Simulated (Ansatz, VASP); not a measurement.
## Cross-check of Al50Ga24N24O75 (amorphous Al2O3 against GaN(10-10), 13.8 A) between VASP and Ansatz

Aim: how closely do two programs agree when they are given the same cell, functional and k mesh? The cell is taken from a series of runs on this material, whose earlier steps may have relaxed, scaled, displaced or heated it; both programs get it as it stands.

Main program and level: Ansatz 0.2.0; plane waves, with VASP 6.6.1 beside it; single point at PBE.

## (1) Starting point

The cell holds 173 atoms: 24 Ga, 24 N, 50 Al and 75 O. Its edges and angles: a = 10.460 Å, b = 9.630 Å, c = 19.224 Å, α = 90.0°, β = 90.0°, γ = 90.0°. It derives from GaN (4 planes of wurtzite GaN(10-10)). A slab of 4 planes of wurtzite GaN(10-10) (starting lattice constant a = 3.21 A, c = 5.23 A), 10.46 x 9.63 A in plane. 125 atoms (50 Al, 75 O) packed at random between the slab and its periodic image at 3.05 g/cm^3 (a layer of 13.8 A) and pushed apart as soft spheres. Langevin MD at fixed cell with the MACE-MP-0b2 small potential (Batatia et al., arXiv:2401.00096), steps of 1.5 fs: 0.63 ps at 3000 K with the crystal held, 3000 to 1000 K in 1.8 ps with the crystal held, 1000 to 300 K in 0.9 ps with its inner planes held; soft walls kept the melt out of the crystal while it was held. Then all atoms and the cell's height relaxed. The structure's axis is c.

## (2) Ansatz: single point, PBE

Ansatz runs on its default PAW (the set named soft_2) files.

A single point gives forces, pressure and levels at one fixed geometry, so differences don't come from the geometry; what else differs is listed under the comparison.

The input, input.yaml:

```yaml
crystal:
  lattice:
    - [10.46, 0.0, 0.0]
    - [0.0, 9.63, 0.0]
    - [0.0, 0.0, 19.22414]
  atoms:
    - { symbol: Ga, position: [0.98741, 0.00625, 0.22782] }
    - { symbol: "N", position: [0.03896, 0.01097, 0.03559] }
    - { symbol: Ga, position: [0.22546, 0.01037, 0.04664] }
    - { symbol: "N", position: [0.28784, 0.00808, 0.24346] }
    - { symbol: Ga, position: [0.98213, 0.17995, 0.08349] }
    - { symbol: "N", position: [0.04418, 0.17868, 0.18365] }
    - { symbol: Ga, position: [0.23155, 0.17214, 0.18779] }
    - { symbol: "N", position: [0.28947, 0.17703, 0.08923] }
    - { symbol: Ga, position: [0.96334, 0.33918, 0.23074] }
    - { symbol: "N", position: [0.04962, 0.34614, 0.02952] }
    - { symbol: Ga, position: [0.24105, 0.34234, 0.0362] }
    - { symbol: "N", position: [0.30389, 0.34357, 0.224] }
    - { symbol: Ga, position: [0.97865, 0.50636, 0.08872] }
    - { symbol: "N", position: [0.04089, 0.506, 0.18799] }
    - { symbol: Ga, position: [0.23016, 0.50834, 0.18283] }
    - { symbol: "N", position: [0.28741, 0.51423, 0.08394] }
    - { symbol: Ga, position: [0.97214, 0.67694, 0.23271] }
    - { symbol: "N", position: [0.03567, 0.67105, 0.04003] }
    - { symbol: Ga, position: [0.22281, 0.68409, 0.04054] }
    - { symbol: "N", position: [0.2885, 0.66659, 0.23979] }
    - { symbol: Ga, position: [0.97793, 0.84351, 0.08693] }
    - { symbol: "N", position: [0.04308, 0.83791, 0.18335] }
    - { symbol: Ga, position: [0.23083, 0.84058, 0.19304] }
    - { symbol: "N", position: [0.28496, 0.84381, 0.09493] }
    - { symbol: Ga, position: [0.4762, 0.01356, 0.2327] }
    - { symbol: "N", position: [0.53882, 0.00762, 0.04383] }
    - { symbol: Ga, position: [0.7262, 0.00849, 0.04215] }
    - { symbol: "N", position: [0.80369, 0.00667, 0.22984] }
    - { symbol: Ga, position: [0.47715, 0.17761, 0.08869] }
    - { symbol: "N", position: [0.54317, 0.175, 0.18204] }
    - { symbol: Ga, position: [0.73185, 0.17322, 0.18524] }
    - { symbol: "N", position: [0.7945, 0.17542, 0.08618] }
    - { symbol: Ga, position: [0.49325, 0.34466, 0.22589] }
    - { symbol: "N", position: [0.53813, 0.34758, 0.04689] }
    - { symbol: Ga, position: [0.7225, 0.34427, 0.05028] }
    - { symbol: "N", position: [0.78601, 0.33952, 0.22546] }
    - { symbol: Ga, position: [0.47518, 0.51878, 0.08802] }
    - { symbol: "N", position: [0.53915, 0.52141, 0.18631] }
    - { symbol: Ga, position: [0.72762, 0.5087, 0.18939] }
    - { symbol: "N", position: [0.78942, 0.51392, 0.08904] }
    - { symbol: Ga, position: [0.47754, 0.68341, 0.24039] }
    - { symbol: "N", position: [0.52637, 0.6846, 0.03529] }
    - { symbol: Ga, position: [0.71284, 0.68152, 0.04694] }
    - { symbol: "N", position: [0.78668, 0.6758, 0.2363] }
    - { symbol: Ga, position: [0.47275, 0.84341, 0.09108] }
    - { symbol: "N", position: [0.53876, 0.84518, 0.18653] }
    - { symbol: Ga, position: [0.72846, 0.84059, 0.18598] }
    - { symbol: "N", position: [0.78904, 0.84347, 0.09] }
    - { symbol: Al, position: [0.23922, 0.79832, 0.47852] }
    - { symbol: Al, position: [0.45208, 0.6869, 0.93375] }
    - { symbol: Al, position: [0.99044, 0.07997, 0.66188] }
    - { symbol: Al, position: [0.01093, 0.3517, 0.93257] }
    - { symbol: Al, position: [0.2993, 0.32797, 0.85829] }
    - { symbol: Al, position: [0.46087, 0.83858, 0.3979] }
    - { symbol: Al, position: [0.08189, 0.67045, 0.70224] }
    - { symbol: Al, position: [0.40429, 0.30387, 0.50474] }
    - { symbol: Al, position: [0.69555, 0.04217, 0.61762] }
    - { symbol: Al, position: [0.18289, 0.90907, 0.64291] }
    - { symbol: Al, position: [0.77837, 0.97251, 0.74477] }
    - { symbol: Al, position: [0.36134, 0.23399, 0.63718] }
    - { symbol: Al, position: [0.53704, 0.52559, 0.81179] }
    - { symbol: Al, position: [0.59306, 0.73818, 0.66932] }
    - { symbol: Al, position: [0.75101, 0.98226, 0.46415] }
    - { symbol: Al, position: [0.95962, 0.67693, 0.95136] }
    - { symbol: Al, position: [0.57258, 0.40993, 0.3964] }
    - { symbol: Al, position: [0.96745, 0.14035, 0.37413] }
    - { symbol: Al, position: [0.4216, 0.96631, 0.59137] }
    - { symbol: Al, position: [0.0825, 0.57216, 0.51623] }
    - { symbol: Al, position: [0.13614, 0.32974, 0.41858] }
    - { symbol: Al, position: [0.83939, 0.27361, 0.74148] }
    - { symbol: Al, position: [0.30183, 0.04698, 0.76273] }
    - { symbol: Al, position: [0.07426, 0.37366, 0.65436] }
    - { symbol: Al, position: [0.52243, 0.11051, 0.38582] }
    - { symbol: Al, position: [0.5598, 0.22103, 0.76802] }
    - { symbol: Al, position: [0.68398, 0.28174, 0.51158] }
    - { symbol: Al, position: [0.34585, 0.75082, 0.77143] }
    - { symbol: Al, position: [0.30321, 0.33137, 0.31856] }
    - { symbol: Al, position: [0.71489, 0.66876, 0.33033] }
    - { symbol: Al, position: [0.74093, 0.15752, 0.89252] }
    - { symbol: Al, position: [0.20049, 0.89087, 0.90182] }
    - { symbol: Al, position: [0.88459, 0.43048, 0.40189] }
    - { symbol: Al, position: [0.55123, 0.92037, 0.81642] }
    - { symbol: Al, position: [0.53571, 0.45508, 0.6406] }
    - { symbol: Al, position: [0.7451, 0.98834, 0.32004] }
    - { symbol: Al, position: [0.82509, 0.49178, 0.61633] }
    - { symbol: Al, position: [0.21159, 0.6461, 0.32963] }
    - { symbol: Al, position: [0.22381, 0.01093, 0.35263] }
    - { symbol: Al, position: [0.94305, 0.7467, 0.39939] }
    - { symbol: Al, position: [0.79618, 0.6234, 0.75285] }
    - { symbol: Al, position: [0.47703, 0.01171, 0.95324] }
    - { symbol: Al, position: [0.14261, 0.10729, 0.50709] }
    - { symbol: Al, position: [0.04046, 0.48185, 0.80682] }
    - { symbol: Al, position: [0.06398, 0.13848, 0.80089] }
    - { symbol: Al, position: [0.96943, 0.01707, 0.94098] }
    - { symbol: Al, position: [0.41685, 0.6039, 0.52557] }
    - { symbol: Al, position: [0.88623, 0.8103, 0.58796] }
    - { symbol: Al, position: [0.74157, 0.52353, 0.9114] }
    - { symbol: Al, position: [0.52387, 0.34062, 0.94775] }
    - { symbol: O, position: [0.38856, 0.00756, 0.37738] }
    - { symbol: O, position: [0.42734, 0.14029, 0.56114] }
    - { symbol: O, position: [0.28318, 0.87153, 0.56966] }
    - { symbol: O, position: [0.30514, 0.00216, 0.95688] }
    - { symbol: O, position: [0.05863, 0.73114, 0.46939] }
    - { symbol: O, position: [0.9665, 0.65026, 0.77392] }
    - { symbol: O, position: [0.34245, 0.03405, 0.67086] }
    - { symbol: O, position: [0.02551, 0.4537, 0.45397] }
    - { symbol: O, position: [0.59435, 0.062, 0.30597] }
    - { symbol: O, position: [0.91061, 0.08418, 0.75716] }
    - { symbol: O, position: [0.49059, 0.29599, 0.69121] }
    - { symbol: O, position: [0.04475, 0.00769, 0.32477] }
    - { symbol: O, position: [0.2049, 0.20418, 0.35463] }
    - { symbol: O, position: [0.57974, 0.90673, 0.61409] }
    - { symbol: O, position: [0.12436, 0.49487, 0.72031] }
    - { symbol: O, position: [0.81917, 0.45875, 0.70787] }
    - { symbol: O, position: [0.1493, 0.41774, 0.87478] }
    - { symbol: O, position: [0.34451, 0.3245, 0.94871] }
    - { symbol: O, position: [0.93681, 0.25573, 0.65624] }
    - { symbol: O, position: [0.40825, 0.39845, 0.584] }
    - { symbol: O, position: [0.24478, 0.60987, 0.52357] }
    - { symbol: O, position: [0.92087, 0.20145, 0.91111] }
    - { symbol: O, position: [0.28082, 0.77733, 0.37943] }
    - { symbol: O, position: [0.72271, 0.35198, 0.94731] }
    - { symbol: O, position: [0.68528, 0.12004, 0.70036] }
    - { symbol: O, position: [0.80854, 0.0897, 0.39146] }
    - { symbol: O, position: [0.73004, 0.1131, 0.5352] }
    - { symbol: O, position: [0.96569, 0.31724, 0.33944] }
    - { symbol: O, position: [0.70709, 0.57363, 0.82623] }
    - { symbol: O, position: [0.18628, 0.97361, 0.44945] }
    - { symbol: O, position: [0.57496, 0.55754, 0.71808] }
    - { symbol: O, position: [0.46473, 0.35391, 0.8253] }
    - { symbol: O, position: [0.23235, 0.75461, 0.70403] }
    - { symbol: O, position: [0.20027, 0.27023, 0.63806] }
    - { symbol: O, position: [0.54511, 0.23756, 0.45516] }
    - { symbol: O, position: [0.78597, 0.66893, 0.6126] }
    - { symbol: O, position: [0.08527, 0.03626, 0.58706] }
    - { symbol: O, position: [0.68681, 0.39248, 0.58659] }
    - { symbol: O, position: [0.09666, 0.04424, 0.87799] }
    - { symbol: O, position: [0.98548, 0.31196, 0.78911] }
    - { symbol: O, position: [0.42731, 0.76754, 0.48056] }
    - { symbol: O, position: [0.24262, 0.26653, 0.4868] }
    - { symbol: O, position: [0.78845, 0.67571, 0.95826] }
    - { symbol: O, position: [0.22582, 0.46956, 0.36251] }
    - { symbol: O, position: [0.4659, 0.07474, 0.7935] }
    - { symbol: O, position: [0.99743, 0.49522, 0.5918] }
    - { symbol: O, position: [0.39826, 0.628, 0.83202] }
    - { symbol: O, position: [0.12166, 0.01883, 0.72094] }
    - { symbol: O, position: [0.23525, 0.20214, 0.79912] }
    - { symbol: O, position: [0.71347, 0.26608, 0.80898] }
    - { symbol: O, position: [0.56614, 0.15928, 0.92204] }
    - { symbol: O, position: [0.03379, 0.82501, 0.91897] }
    - { symbol: O, position: [0.79542, 0.00819, 0.95216] }
    - { symbol: O, position: [0.2821, 0.89255, 0.81908] }
    - { symbol: O, position: [0.62849, 0.51089, 0.33026] }
    - { symbol: O, position: [0.46443, 0.47341, 0.46206] }
    - { symbol: O, position: [0.84073, 0.60062, 0.38963] }
    - { symbol: O, position: [0.55005, 0.75899, 0.32713] }
    - { symbol: O, position: [0.74188, 0.37089, 0.43988] }
    - { symbol: O, position: [0.84789, 0.85797, 0.50172] }
    - { symbol: O, position: [0.04644, 0.69518, 0.32381] }
    - { symbol: O, position: [0.02235, 0.18823, 0.45595] }
    - { symbol: O, position: [0.51234, 0.63223, 0.60234] }
    - { symbol: O, position: [0.70551, 0.99032, 0.82692] }
    - { symbol: O, position: [0.84867, 0.96515, 0.64065] }
    - { symbol: O, position: [0.80371, 0.83366, 0.35786] }
    - { symbol: O, position: [0.55127, 0.52826, 0.91929] }
    - { symbol: O, position: [0.73682, 0.79153, 0.7283] }
    - { symbol: O, position: [0.59669, 0.95848, 0.43146] }
    - { symbol: O, position: [0.93598, 0.5119, 0.90001] }
    - { symbol: O, position: [0.03758, 0.77833, 0.63114] }
    - { symbol: O, position: [0.46997, 0.29738, 0.33561] }
    - { symbol: O, position: [0.49531, 0.8168, 0.74296] }
    - { symbol: O, position: [0.28267, 0.72463, 0.9486] }
    - { symbol: O, position: [0.51311, 0.85668, 0.90208] }
kpoints:
  mp_grid: { grid: [1, 1, 1] }
hamiltonian:
  xc: pbe
scf:
  occupations: { method: fermi_dirac, width: 0.025 }
output:
  forces: true
  stress: true
  populations: true
  dos:
    method: { smearing: { sigma: 0.08 } }
    de: 0.05
    projected:
      site_lists:
        layer_1: [1, 2, 4, 7, 9, 10, 12, 15, 17, 18, 20, 23, 25, 26, 28, 31, 33, 34, 36, 39, 41, 42, 44, 47]
        layer_2: [0, 3, 5, 6, 8, 11, 13, 14, 16, 19, 21, 22, 24, 27, 29, 30, 32, 35, 37, 38, 40, 43, 45, 46, 106]
        layer_3: [53, 64, 65, 68, 72, 76, 77, 80, 83, 85, 86, 87, 98, 105, 109, 110, 120, 123, 125, 127, 132, 141, 152, 154, 155, 156, 158, 159, 163, 166, 169]
        layer_4: [48, 55, 62, 66, 67, 74, 90, 94, 95, 99, 100, 102, 117, 118, 124, 134, 135, 138, 139, 143, 153, 157]
        layer_5: [50, 54, 56, 57, 59, 61, 69, 71, 82, 84, 104, 108, 111, 112, 113, 116, 122, 128, 130, 131, 133, 145, 160, 162, 165, 168]
        layer_6: [52, 58, 60, 70, 73, 75, 81, 88, 91, 92, 103, 107, 114, 126, 129, 136, 137, 142, 144, 146, 147, 151, 161, 170]
        layer_7: [49, 51, 63, 78, 79, 89, 93, 96, 97, 101, 115, 119, 121, 140, 148, 149, 150, 164, 167, 171, 172]
  eigenvalues: true
  write_density: true
  write_potential: true
  volumetric_format: npy
```

Launch:

```
ansatz run input.yaml --threads 8 --pin off --max-ram 15872MiB --backend cpu --events-out ev --progress --plain --runs-dir out
```

Numbers of over 12 decimals in the logs are rounded to 6 here.

Log:

```text
Engine: ansatz 0.2.0, x86_64-unknown-linux-gnu
Pseudopotentials: kind: paw
Pseudopotential: Ga, paw, valence charge 13, recommended cutoff 420 eV (normal), Ga.paw.azcp
Pseudopotential: N, paw, valence charge 5, recommended cutoff 420 eV (normal), N.paw.azcp
Pseudopotential: Al, paw, valence charge 3, recommended cutoff 420 eV (normal), Al.paw.azcp
Pseudopotential: O, paw, valence charge 6, recommended cutoff 420 eV (normal), O.paw.azcp
Functional definition: PBE
  parameter kappa = 0.804
  parameter beta = 0.066725
  exchange = pbe_x(kappa = kappa, mu = beta*pi^2/3)
  correlation = pbe_c(beta = beta)
Crystal: 173 atoms, lattice volume = 1936.444 Å³
Basis set: ecut = 420 eV, 37867 PW (Γ), exchange–correlation on 144×144×270 points (8 copies of the dense FFT grid, shifted against one another)
Bands: 689, of which v1, the nominal top of the filled ones, is band 516 counted from 1 (515 counted from 0)
Symmetry: 1 space group operations
Space group: P1 (ITA 1), of the structure as read, at distance tolerance 1.2e-4 Å
k-points: 1
Non-local potential: Ga, projectors of the file, l = 0: 2, l = 1: 2, l = 2: 3, l = 3: 1
Non-local potential: N, projectors of the file, l = 0: 2, l = 1: 2, l = 2: 1
Non-local potential: Al, projectors of the file, l = 0: 2, l = 1: 2, l = 2: 1
Non-local potential: O, projectors of the file, l = 0: 2, l = 1: 2, l = 2: 1
PAW form: soft (Blöchl's): semilocal exchange-correlation on the pseudo side does not see the compensation charge
PAW one-centre angular grid: Ga, 590 points (default); XC on 64 Gauss nodes
PAW one-centre angular grid: N, 110 points (default); XC on 64 Gauss nodes
PAW one-centre angular grid: Al, 110 points (default); XC on 64 Gauss nodes
PAW one-centre angular grid: O, 110 points (default); XC on 64 Gauss nodes
Initial density: superposition of atomic densities (neutral atoms: chi_scale 0, normalization atom), corrected by the library's trained network
Initial wavefunctions: pseudopotential atomic-orbital guess
Functional: x = pbe(κ = 0.804, μ = 0.219515), c = pbe(β = 0.066725)
SCF iter   1: F=—  HF=-169620.199011 eV  |F-HF|=—  |Δ(HF+E_count)|=         —  Δρ=2.85e-3  dr2=1.78e-1  ethr=1.77e-3  ⟨swp⟩=6.0  Hψ=2996  notcnv=0  defer=50
preconditioner: auto → Resta (q_TF=auto, 2.457 Å⁻¹)  ε∞=3.9  [insulator: Δε(μ)=1.742 eV  Ē_g=15.948 eV  σ=0.025 eV  W_gap=1.00  n_scr=500 (ndim 8)  ℏωp=27.1 eV  f_vac=0.041  D(μ)=0.00/eV (n_scr^D=0)  ε∞_Penn≈3.9]
SCF iter   2: F=—  HF=-169620.187951 eV  |F-HF|=—  |Δ(HF+E_count)|=   1.11e-2  Δρ=1.51e-3  dr2=4.59e-2  ethr=1.72e-5  ⟨swp⟩=2.0  Hψ=1313  notcnv=0  defer=169
SCF iter   3: F=—  HF=-169620.191099 eV  |F-HF|=—  |Δ(HF+E_count)|=   3.15e-3  Δρ=6.34e-4  dr2=1.30e-2  ethr=4.44e-6  ⟨swp⟩=2.0  Hψ=965  notcnv=0  defer=169
SCF iter   4: F=—  HF=-169620.190833 eV  |F-HF|=—  |Δ(HF+E_count)|=   2.66e-4  Δρ=2.06e-4  dr2=9.89e-4  ethr=1.26e-6  ⟨swp⟩=2.0  Hψ=965  notcnv=0  defer=169
SCF iter   5: F=—  HF=-169620.191126 eV  |F-HF|=—  |Δ(HF+E_count)|=   2.93e-4  Δρ=1.46e-4  dr2=4.00e-4  ethr=9.58e-8  ⟨swp⟩=2.0  Hψ=987  notcnv=0  defer=169
SCF iter   6: F=—  HF=-169620.191091 eV  |F-HF|=—  |Δ(HF+E_count)|=   3.49e-5  Δρ=3.07e-5  dr2=2.35e-5  ethr=3.87e-8  ⟨swp⟩=2.0  Hψ=985  notcnv=0  defer=169
SCF iter   7: F=—  HF=-169620.193392 eV  |F-HF|=—  |Δ(HF+E_count)|=   2.30e-3  Δρ=1.88e-5  dr2=6.91e-6  ethr=2.27e-9  ⟨swp⟩=2.0  Hψ=1205  notcnv=0  defer=169
SCF iter   8: F=—  HF=-169620.193394 eV  |F-HF|=—  |Δ(HF+E_count)|=   2.28e-6  Δρ=7.36e-6  dr2=1.12e-6  ethr=6.69e-10  ⟨swp⟩=2.0  Hψ=1001  notcnv=0  defer=169
SCF iter   9: F=—  HF=-169620.193395 eV  |F-HF|=—  |Δ(HF+E_count)|=   7.79e-7  Δρ=2.97e-6  dr2=1.83e-7  ethr=1.09e-10  ⟨swp⟩=2.0  Hψ=962  notcnv=0  defer=169
SCF iter  10: F=-169620.193395 eV  HF=-169620.193395 eV  |F-HF|=7.04e-9  |Δ(HF+E_count)|=   7.75e-8  Δρ=1.32e-6  dr2=3.51e-8  ethr=9.69e-12  ⟨swp⟩=18.0  Hψ=5452  notcnv=0
SCF 1 converged in 10 iterations: F = -169620.193395 eV  dr2 = 3.51e-8
  greatest PAW one-centre occupation: 0.996 electrons in one spin orbital (limit 2), on the Ga atom at site 32 (counted from 0), in its partial waves of l = 2
SCF converged after 10 iterations
Free energy (F): -169620.193395 eV
Harris-Foulkes:  -169620.193395 eV  (|F-HF|=7.04e-9)
Internal energy: -169620.193395 eV  (E = F + TS)
E sigma→0 (E₀):  -169620.193395 eV
Fermi energy:    8.190284 eV
--- Per-component energies (eV) ---
  E_band       = -1603.365567
  E_kinetic    = 20536.974397
  E_local      = -135636.614206  (includes V_loc(G=0)·N_el)
  E_nonlocal   = 15464.918172
  E_hartree    = 61647.705237
  E_xc         = -10688.463773
  E_vxc        = -11830.702551  (∫ρ·V_xc dr)
  E_paw        = -86169.842335  (= ΣΔE_a)
  E_vpaw       = -13433.529387  (= ΣTr[D̂ρ^β])
  E_aug_tail   = 0.188810  (compensation charges beyond the density's cutoff)
  E_ewald      = -34775.059697
  E_smearing   = -0.000000  (= −TS)
[...]
--- Löwdin populations: 173 sites ---
  site symbol       q [e]
     0     Ga     12.1670
     1      N      5.7959
     2     Ga     12.1758
     3      N      5.7518
     4     Ga     12.2268
     5      N      5.7299
     6     Ga     12.2298
     7      N      5.7428
     8     Ga     12.1887
     9      N      5.8028
    10     Ga     12.1448
    11      N      5.8522
    12     Ga     12.2343
    13      N      5.7244
    14     Ga     12.2240
    15      N      5.7375
    16     Ga     12.1553
    17      N      5.8204
    18     Ga     12.1614
    19      N      5.8075
    20     Ga     12.2193
    21      N      5.7389
    22     Ga     12.2369
    23      N      5.7449
[...]
165      O      6.8168
   166      O      6.8388
   167      O      6.7899
   168      O      6.8201
   169      O      6.7628
   170      O      6.8303
   171      O      6.7488
   172      O      6.8211
  spilling = 0.005787 (of n_electrons = 1032.000000)
```

The column dr2 measures how far the density is from self-consistency, as an energy; F and HF (Harris–Foulkes) agree once it is small.

[end of part 1 of 2]

[Lines on the potential files, build, host, timing and source positions are cut from VASP's logs without a mark.]

[Logs are printed without paths, hosts, clocks, repeated set-up lines and the standing remarks that a program may print on its own settings, such as how far it seeks lower states.]

[Hosts, paths, dates, database ids (printed as entryN), source tags and the programs' standing remarks are cut or masked in the printed files.]
